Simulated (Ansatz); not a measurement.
Set up this calculation in Ansatz 0.2.0, as the native input.

| Quantity | Value |
| --- | --- |
| Task | band structure |
| Functional | PBEsol |
| Potentials or basis | all-electron LAPW, scalar-relativistic |
| Cutoff | 233 eV (chosen from the basis error) |
| Basis error allowed | 0.002 eV/atom |
| k mesh | 5 × 5 × 8 |
| Occupations | fermi-dirac, width 0.05 eV |
| Spin | no spin polarisation |

Crystal: La2O3.

```
La O
1.0
     6.37027    0.00000    0.00000
    -3.18514    5.51682    0.00000
     0.00000    0.00000    3.28989
La O
2 3
Cartesian
  3.1851 1.8389 1.6387
  0.0000 3.6779 1.6512
  3.2145 0.0000 0.0000
  -1.6072 2.7838 0.0000
  1.5779 2.7330 0.0000
```

The cell comes from a database or a generator and needn't be the stable form of this composition.

These files were run (other wordings do the same):

input.yaml

```yaml
crystal:
  lattice:
    - [6.3702727145, 0.0, 0.0]
    - [-3.1851363572, 5.5168179998, 0.0]
    - [0.0, 0.0, 3.2898942108]
  atoms:
    - { symbol: La, position: [0.6666666667, 0.3333333333, 0.498103] }
    - { symbol: La, position: [0.3333333333, 0.6666666667, 0.501897] }
    - { symbol: O, position: [0.504607, 0.0, 0.0] }
    - { symbol: O, position: [0.0, 0.504607, 0.0] }
    - { symbol: O, position: [0.495393, 0.495393, 0.0] }
kpoints:
  mp_grid: { grid: [5, 5, 8] }
  band_path:
    path:
      - [0.0, 0.0, 0.0]
      - [0.5, 0.0, 0.0]
      - [0.3333333333, 0.3333333333, 0.0]
      - [0.0, 0.0, 0.0]
      - [0.0, 0.0, 0.5]
      - [0.5, 0.0, 0.5]
      - [0.3333333333, 0.3333333333, 0.5]
      - [0.0, 0.0, 0.5]
    npoints: 10
scf:
  occupations: { method: fermi_dirac, width: 0.05 }
hamiltonian:
  xc: pbesol
  pseudopotentials: { kind: all_electron, lapw: { basis_error: 0.002 } }
output:
  forces: true
  stress: true
  eigenvalues: true
```

Potentials or basis: all-electron LAPW, scalar-relativistic.

Launch:

```sh
$ ansatz run input.yaml --threads 4 --pin off --max-ram 14336MiB --backend cpu --events-out ev --progress --plain --runs-dir out
```

Results of the run:

```
Pressure                : -3.1 GPa
Largest force           : 0.044 eV/Å
Band gap on the k mesh  : 1.56 eV, indirect (least direct gap 2.01 eV)
Band gap along the path : 1.56 eV, indirect (least direct gap 2.01 eV)
```

Caveat: spin-orbit coupling is left out, which moves the levels of the heavy elements.

Run time: 14 s on 4 threads of Intel(R) Xeon(R) 6975P-C (Granite Rapids), on a shared host, peak memory 0.55 GiB.
